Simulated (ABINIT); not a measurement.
**SiC (Moissanite): changed settings of a GW run in ABINIT**

Aim: change inputs of a GW run on SiC (Moissanite) and see what moves.

Program: ABINIT 10.8.3. Level of theory: PBE and many-body steps on it, plane waves. Results are calculated unless marked as measured.

Report form: the programs' logs are mostly left out.

## (1) The starting structure

Symmetry: P6_3mc, No. 186, hexagonal system. The conventional cell has a = 3.076 Å, b = 3.076 Å, c = 5.048 Å, α = 90.00°, β = 90.00°, γ = 120.00°. Si has 4 C at 1.87 to 1.94 Å nearest. Nearest to C lie 4 Si at 1.87 to 1.94 Å. Farther neighbours are not listed.

The cell and positions come from the Crystallography Open Database and are kept as given unless a step says otherwise.

## (2) Screening, 6×6×4 mesh, 180 bands, screening to 228.6 eV

This step: ABINIT 10.8.3; RPA screening on PBE, plane waves, norm-conserving pseudopotentials.

The RPA dielectric matrix is built and inverted for each q.

Input file run.abi:

```
acell 3*1.0 Angstrom
rprim 
  3.075999999976 0.000000000005 0.000000000000
  -1.537999999993 2.663894142018 0.000000000000
  0.000000000000 0.000000000000 5.048000000000
ntypat 2
znucl 14 6
natom 4
typat 1 1 2 2
xred 
  0.333333333333 0.666666666667 0.000000000000
  0.666666666667 0.333333333333 0.500000000000
  0.333333333333 0.666666666667 0.385000000000
  0.666666666667 0.333333333333 0.885000000000
pp_dirpath "pseudos"
pseudos "Si.upf, C.upf"
ecut 37
ngkpt 6 6 4
nshiftk 1
shiftk 0 0 0
kptopt 1
chksymbreak 0
istwfk *1
occopt 1
irdwfk 1
optdriver 3
nband 180
ecuteps 8.4
inclvkb 2
awtr 1
symchi 1
indata_prefix "in"
outdata_prefix "out"
tmpdata_prefix "tmp"
```

Run with:

```console
$ OMP_NUM_THREADS=1 mpirun -n 4 abinit run.abi > log
```

Elapsed: 4.6 min, on 4 MPI ranks of Arm Neoverse V2, shared host; peak memory 2.1 GiB; 18 min of CPU time.

Numbers from this step:

| Item | Value |
| --- | --- |
| ε∞ with local fields, on this mesh, along the program's q direction | 6.843 |
| the same without local fields | 7.494 |
| plasma frequency | 23.09 eV |
| plane waves in the screening matrix | 313 |

Local fields lower ε∞ by 9 %.

## (3) Base

The self-energy is evaluated for the states that the input lists, and the levels follow from it, in one-shot runs by the linearised quasiparticle equation.

This step: G0W0 on PBE, plane waves, norm-conserving pseudopotentials.

Edit run.abi of step 2 so:

```diff
@@ -25,8 +25,19 @@
 irdwfk 1
-optdriver 3
+optdriver 4
 nband 180
+gwcalctyp 0
+ecutsigx 37
+symsigma 1
+nkptgw 3
+kptgw 
+  0.0000000000 0.0000000000 0.0000000000
+  0.3333333333 0.3333333333 0.0000000000
+  0.5000000000 0.0000000000 0.0000000000
+bdgw 
+  6 10
+  7 10
+  7 10
 ecuteps 8.4
-inclvkb 2
-awtr 1
-symchi 1
+irdscr 1
+ppmodel 1
 indata_prefix "in"
```

The job ended after 70 s (4 MPI ranks; peak memory 2.3 GiB; 4.7 min of CPU time).

This step gave:

* G0W0 gap on the points computed: 3.018 eV
* starting gap on the mesh: 2.329 eV
* k of the valence top: 0, 0, 0
* k of the conduction bottom: 0.3333, 0.3333, 0
* Z at the valence top: 0.793
* Z at the conduction bottom: 0.825
* least direct G0W0 gap on the computed points: 5.014 eV

The gap on the mesh goes from 2.33 eV to 3.02 eV, a correction of +0.69 eV.

## (4) Coulomb singularity

Edit run.abi of step 3 so:

```diff
@@ -42,2 +42,3 @@
 ppmodel 1
+gw_icutcoul 3
 indata_prefix "in"
```

It took 69 s on 4 MPI ranks; peak memory 2.3 GiB; 4.6 min of CPU time.

Numbers from this step:

```
G0W0 gap on the points computed              : 2.988 eV
starting gap on the mesh                     : 2.329 eV
k of the valence top                         : 0, 0, 0
k of the conduction bottom                   : 0.3333, 0.3333, 0
Z at the valence top                         : 0.797
Z at the conduction bottom                   : 0.829
least direct G0W0 gap on the computed points : 4.985 eV
```

Against G0W0 in ABINIT (6×6×4 mesh, 180 bands, screening to 228.6 eV, Godby-Needs plasmon pole), the gap moves by −0.030 eV.

## (5) The runs together

Times are wall times on 4 MPI ranks of Arm Neoverse V2, shared host, good to a factor of about two. A run's time includes the screening step that it read.

| run | mesh | bands | screening cutoff (eV) | DFT gap (eV) | gap on the mesh (eV) | direct (eV) | ε∞ used | time |
| --- | --- | --- | --- | --- | --- | --- | --- | --- |
| base | 6×6×4 | 180 | 228.6 | 2.329 | 3.018 | 5.014 | 6.84 | 5.8 min |
| Coulomb singularity | 6×6×4 | 180 | 228.6 | 2.329 | 2.988 | 4.985 | 6.84 | 5.8 min |

## (6) Outcome

| Quantity | Value |
| --- | --- |
| base | 3.018 eV |
| Coulomb singularity | 2.988 eV |
| known limits | not at the basis limit |

In words: Coulomb singularity: −0.030 eV against base (keys changed: gw_icutcoul). Bands and cutoff are finite, so the gap is not at the basis limit. The miss can reach some tenths of an eV and take either sign; the mesh is an error of its own. In the G0W0 runs levels were corrected at 3 k points alone, so a gap called «on the mesh» is the least over those, and an edge elsewhere would be missed.

[Paths, hosts, dates, memory and timing lines, banners, echoed tables and standing remarks are left out of the program output.]

[Logs are printed without paths, hosts, clocks, repeated set-up lines and the standing remarks that a program may print on its own settings, such as how far it seeks lower states.]

[Runs of the session that timed out or met a known fault of the program may be left out.]

[Hosts, paths, dates, database ids (printed as entryN), source tags and the programs' standing remarks are cut or masked in the printed files.]

[G0W0 gaps are taken among the corrected bands and points alone; a level outside them can change the order at an edge.]

[Where Ansatz stands beside ABINIT at settings called matched, ABINIT's density can come from a denser mesh and the files from another edition; pairs whose starting gaps differed by over 0.03 eV were left out, so agreement reads better than it is.]
